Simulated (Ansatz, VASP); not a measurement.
Two plane-wave programs on GaP

```
Ga P
1.0
     0.00000    2.72581    2.72581
     2.72581    0.00000    2.72581
     2.72581    2.72581    0.00000
Ga P
1 1
Direct
  0.00000 0.00000 0.00000
  0.75000 0.75000 0.75000
```

The cell is a database's computed one.

Alike in both runs: task single point; functional PBE; dispersion D3(BJ); k mesh 6 × 6 × 6; occupations gaussian, width 0.1 eV; no spin polarisation.

|  | VASP | Ansatz |
| --- | --- | --- |
| version | VASP 6.6.1 | Ansatz 0.2.0 |
| potentials or method | VASP PAW PBE potentials, release 64 (Ga_d, P) | scalar-relativistic, plane waves, PAW |
| plane-wave cutoff (eV) | 520 | 420 |
| valence electrons in the cell | 18 | 18 |

|  | VASP | Ansatz | Ansatz less VASP |
| --- | --- | --- | --- |
| gap on the k mesh at the Fermi level (eV) | 1.65 | 1.65 | 0.000 |
| least direct gap on the mesh (eV) | 1.82 | 1.82 | +0.003 |
| pressure (GPa) | -0.3 | -0.2 | +0.11 |

A k mesh can miss the band edges. A hybrid or GW would open this gap; PBE tends to underestimate it.
